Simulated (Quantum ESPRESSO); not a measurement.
Here is a Quantum ESPRESSO 7.5 calculation.

Contents of pw.in:

```
&CONTROL
  calculation = 'scf'
  prefix = 'pwscf'
  outdir = './tmp'
  pseudo_dir = './pseudo'
  tprnfor = .true.
  tstress = .true.
  disk_io = 'low'
/
&SYSTEM
  ibrav = 0
  celldm(1) = 8
  nat = 6
  ntyp = 2
  ecutwfc = 45
  ecutrho = 360
  nbnd = 33
  input_dft = 'wc'
  occupations = 'smearing'
  smearing = 'fd'
  degauss = 0.00367493
/
&ELECTRONS
  conv_thr = 1.2d-09
  electron_maxstep = 120
  mixing_beta = 0.5
/
ATOMIC_SPECIES
Hf   178.4900 hf_pbe_v1.uspp.F.UPF
O     15.9990 o_pbe_v1.2.uspp.F.UPF
CELL_PARAMETERS alat
  0.8404602599781   0.0000000000000   0.0000000000000
  0.0000000000000   0.8404602599781   0.0000000000000
  0.0000000000000   0.0000000000000   1.2216751551845
ATOMIC_POSITIONS crystal
Hf     0.0000000000    0.0000000000    0.0000000000
Hf     0.5000000000    0.5000000000    0.5000000000
O      0.0000000000    0.5000000000    0.1972078800
O      0.5000000000    0.0000000000    0.3027921200
O      0.5000000000    0.0000000000    0.8027921200
O      0.0000000000    0.5000000000    0.6972078800
K_POINTS automatic
6 6 4 1 1 1
```

The input scf2.in:

```
&CONTROL
  calculation = 'scf'
  prefix = 'pwscf'
  outdir = './tmp'
  pseudo_dir = './pseudo'
  tprnfor = .true.
  tstress = .true.
  disk_io = 'low'
/
&SYSTEM
  ibrav = 0
  celldm(1) = 8
  nat = 6
  ntyp = 2
  ecutwfc = 45
  ecutrho = 360
  nbnd = 33
  input_dft = 'wc'
  occupations = 'fixed'
/
&ELECTRONS
  conv_thr = 1d-13
  electron_maxstep = 120
  mixing_beta = 0.5
  startingpot = 'file'
  startingwfc = 'file'
/
ATOMIC_SPECIES
Hf   178.4900 hf_pbe_v1.uspp.F.UPF
O     15.9990 o_pbe_v1.2.uspp.F.UPF
CELL_PARAMETERS alat
  0.8404602599781   0.0000000000000   0.0000000000000
  0.0000000000000   0.8404602599781   0.0000000000000
  0.0000000000000   0.0000000000000   1.2216751551845
ATOMIC_POSITIONS crystal
Hf     0.0000000000    0.0000000000    0.0000000000
Hf     0.5000000000    0.5000000000    0.5000000000
O      0.0000000000    0.5000000000    0.1972078800
O      0.5000000000    0.0000000000    0.3027921200
O      0.5000000000    0.0000000000    0.8027921200
O      0.0000000000    0.5000000000    0.6972078800
K_POINTS automatic
6 6 4 1 1 1
```

File ph.in:

```
dielectric of HfO2
&INPUTPH
  prefix = 'pwscf'
  outdir = './tmp'
  tr2_ph = 1d-18
  fildyn = 'dyn'
  niter_ph = 90
  alpha_mix(1) = 0.7
  epsil = .true.
  trans = .false.
  zeu = .true.
/
0.0000000000 0.0000000000 0.0000000000
```

Potentials or basis: GBRV 1.5 PBE.

Command:

```bash
$ OMP_NUM_THREADS=1 pw.x -in pw.in > pw.out
$ OMP_NUM_THREADS=1 pw.x -in scf2.in > scf2.out
$ OMP_NUM_THREADS=1 ph.x -in ph.in > ph.out
```

Task: Estimate the electronic dielectric tensor (diagonal).

Result: 5.24, 5.24, 4.72.

Task: Predict the Born charges (mean of the diagonal).

Result: Hf +5.27; O -2.64 e.

Task: What does it give for the largest force?

Result: 0.122 eV/Å.

Born effective charge tensors (e):
atom 1, Hf
```
5.52 0.00 0.00
0.00 5.52 0.00
0.00 0.00 4.79
```
atom 2, Hf
```
5.52 0.00 0.00
0.00 5.52 0.00
0.00 0.00 4.79
```
atom 3, O
```
-2.07  0.00  0.00
 0.00 -3.45  0.00
 0.00  0.00 -2.39
```
atom 4, O
```
-2.07  0.00  0.00
 0.00 -3.45  0.00
 0.00  0.00 -2.39
```
atom 5, O
```
-3.45  0.00  0.00
 0.00 -2.07  0.00
 0.00  0.00 -2.39
```
atom 6, O
```
-3.45  0.00  0.00
 0.00 -2.07  0.00
 0.00  0.00 -2.39
```

Caveat: the potentials were made for another functional, which shifts forces and pressure. Spin-orbit coupling is left out, which matters for the levels of Hf.
